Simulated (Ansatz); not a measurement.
Ge: a run of Ansatz with trial settings.

```yaml
crystal:
  lattice:
    - [-2.495898, 2.650863, 1.436947]
    - [2.495898, -2.650863, 1.436947]
    - [2.495898, 2.650863, -1.436947]
  atoms:
    - { symbol: Ge, position: [0.185943, 0.935943, 0.25] }
    - { symbol: Ge, position: [0.814057, 0.064057, 0.75] }
basis:
  ecutwfc: 420
kpoints:
  mp_grid: { kspacing: 0.96 }
hamiltonian:
  xc: pbe
scf:
  occupations: { method: gaussian, width: 0.1 }
  lower_state_search: standard
  mixing: { preconditioner: ldos }
  initial_density: { chi_scale: 0, normalization: atom }
  max_iter: 57
output:
  forces: true
  stress: true
  eigenvalues: true
```

Command:

```bash
ansatz run input.yaml --threads 1 --pin off --max-ram 1331MiB --backend cpu --events-out ev --progress --plain --runs-dir out
```

From the log (HF is the Harris–Foulkes energy, dr2 the density residual in eV):

```text
Pseudopotential: Ge, paw, valence charge 14, recommended cutoff 420 eV (normal)
Crystal: 2 atoms, lattice volume = 38.029 Å³
Basis set: ecut = 420 eV, 765 PW (Γ), exchange–correlation on 54×54×54 points (8 copies of the dense FFT grid, shifted against one another)
Bands: 18, of which v1, the nominal top of the filled ones, is band 14 counted from 1 (13 counted from 0)
Symmetry: 8 space group operations
Space group: Imma (ITA 74), of the structure as read, at distance tolerance 3.4e-5 Å
k-points: 8 of 27
Initial density: superposition of atomic densities
SCF iter   1: HF=-8589.297839 eV  Δρ=2.23e-2  dr2=1.13e-1
SCF iter   2: HF=-8589.310692 eV  Δρ=6.41e-3  dr2=9.40e-3
SCF iter   3: HF=-8589.306564 eV  Δρ=3.27e-3  dr2=2.31e-3
SCF iter   4: HF=-8589.302997 eV  Δρ=1.38e-3  dr2=4.44e-4
SCF iter   5: HF=-8589.302405 eV  Δρ=3.14e-4  dr2=2.33e-5
SCF iter   6: HF=-8589.302373 eV  Δρ=3.44e-5  dr2=2.59e-7
SCF iter   7: F=-8589.302373 eV  HF=-8589.302373 eV  Δρ=2.36e-6  dr2=1.27e-9
SCF 1 converged in 7 iterations: F = -8589.302373 eV  dr2 = 1.27e-9
SCF converged after 7 iterations
Free energy (F): -8589.302373 eV
E sigma→0 (E₀):  -8589.298194 eV
Entropy (-TS):   -0.008358 eV (-4.179 meV/atom)
Fermi energy:    10.578842 eV
--- Forces (eV/Å), atoms counted from 1 ---
  atom   1  Ge     0.00000000     0.00000000     0.11235456
  atom   2  Ge     0.00000000     0.00000000    -0.11235456
--- Stress (GPa, compression-positive) ---
      -12.044524       0.000000       0.000000
        0.000000       2.293288       0.000000
        0.000000       0.000000       7.443991
  P = ⅓ Tr σ = -0.7691 GPa (-7.691 kbar)
```

Settings here are deliberately varied, not converged.